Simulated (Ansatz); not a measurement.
## Sn in Ansatz: the effect of functional

Sn:

```
Sn
1.0
    -2.02919    2.02919    1.66076
     2.02919   -2.02919    1.66076
     2.02919    2.02919   -1.66076
Sn
1
Direct
  0.00000 0.00000 0.00000
```

This isn't the form of Sn at room conditions, which is tetragonal (white tin).

Alike in all runs:

- Program: Ansatz 0.2.0
- Task: band structure
- Potentials or basis: Ansatz PAW
- k mesh: 6 × 6 × 6
- Occupations: fermi-dirac, width 0.05 eV
- Spin: no spin polarisation

| functional | cutoff | pressure (GPa) |
| --- | --- | --- |
| LDA | 420 eV (not typed: the program's choice for these potentials) | -2.6 |
| PBEsol | 420 eV (not typed: the program's choice for these potentials) | -1.4 |
| RPBE | 420 eV (not typed: the program's choice for these potentials) | 2.8 |
| revPBE | 420 eV (not typed: the program's choice for these potentials) | 2.4 |
| BLYP | 420 eV (not typed: the program's choice for these potentials) | 6.0 |
| r2SCAN | 500 eV (not typed: the program's choice for these potentials) | ? |

**Question.** What does the run with functional r2SCAN give?

**Answer.** Pressure 0.1 GPa.

Caveats: all runs use coarse meshes; the PAW data sets come from PBE, with cores solved anew for the run's functional, which leaves a small shift of forces and pressure.

Runs at the PBE level aren't shown here.
